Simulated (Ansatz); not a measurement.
# A series in volume ratio on CaO

Results calculated with Ansatz 0.2.0, not measured. Plane-wave density functional theory, PAW datasets, Gaussian smearing 0.05 eV: equation of state, the given cell scaled in volume with shape and atoms relaxed at each volume.

The cell before it is scaled or strained (space group Fm-3m, No. 225):
```
cell vectors (Å)
   0.0000     2.3834     2.3834
   2.3834     0.0000     2.3834
   2.3834     2.3834     0.0000
atoms (fractions of the cell vectors)
Ca  0.50000  0.50000  0.50000
O   0.00000  0.00000  0.00000
```

Settings of every row: paw set soft_2; functional PBEsol; spin treatment none; moment partition spheres; spin axis none; wave cutoff 420 eV; k mesh 12x12x12; symmetry use detected.

Atom hubbard u: 0 on all atoms.

| row | volume ratio | V (Å³/atom) | pressure (GPa) | energy above given cell (meV per atom) |
| --- | --- | --- | --- | --- |
| 1 | 0.96 | 12.998 | 5.177 | 8.43 |
| 2 | 0.98 | 13.269 | ? | ? |
| 3 | 1 | 13.54 | 0.015 | 0 |
| 4 | 1.02 | 13.81 | -2.176 | 1.87 |
| 5 | 1.04 | 14.081 | -4.145 | 7.23 |

Question: what pressure and energy above given cell should row 2 give?

Worked fit of pressure. Take u = (V_r/V)^(2/3) − 1 with V_r = 13.675 Å³ an atom, which is twice the finite (Eulerian) strain; such expansions in the strain, on which the Birch-Murnaghan equation of state is built, carry the rest volume and the bulk modulus. The shown rows have u = 0.03443, 0.00664, -0.00653, -0.01932. Least squares give pressure = −1.1102 + 166.262 × u + 474.79 × u² GPa; a straight line predicts inner rows, each left out in turn, worse (root mean square 0.21 against 0.00076 GPa). All shown rows lie on it to the printed digit. The pressure vanishes at u = 0.0066, or V = 13.54 Å³ an atom, and there the bulk modulus with shape and atoms relaxed is B = −V dP/dV = (2/3)(1 + u) dP/du = 116 GPa. The withheld row has u = 0.0203, so the fit gives −1.1102 + 166.262 × (0.0203) + 474.79 × (0.0203)² = 2.461 GPa.

The calculation gave 2.457 GPa. The fit lies 0.004 GPa (0.043 % of the column's range) above it; its largest miss of a shown row is 0.000 GPa.

Worked fit of energy above given cell. Take u = (V_r/V)^(2/3) − 1 with V_r = 13.675 Å³ an atom, which is twice the finite (Eulerian) strain; such expansions in the strain, on which the Birch-Murnaghan equation of state is built, carry the rest volume and the bulk modulus. The shown rows have u = 0.03443, 0.00664, -0.00653, -0.01932. Least squares give energy above given cell = 0.472 − 141.2 × u + 10813 × u² meV per atom; a straight line predicts inner rows, each left out in turn, worse (root mean square 4.8 against 0.031 meV per atom). The rows lie off it by 0.00, -0.01, 0.01, -0.01. Its lowest point lies at u = 0.0065, or V = 13.54 Å³ an atom, and the curvature there gives the bulk modulus with shape and atoms relaxed, B = (4/9)(1 + u)² E″(u)/V = 115 GPa. The withheld row has u = 0.0203, so the fit gives 0.472 − 141.2 × (0.0203) + 10813 × (0.0203)² = 2.06 meV per atom.

The calculation gave 2.05 meV per atom. The fit lies 0.01 meV per atom (0.12 % of the column's range) above it, one unit of the last digit.
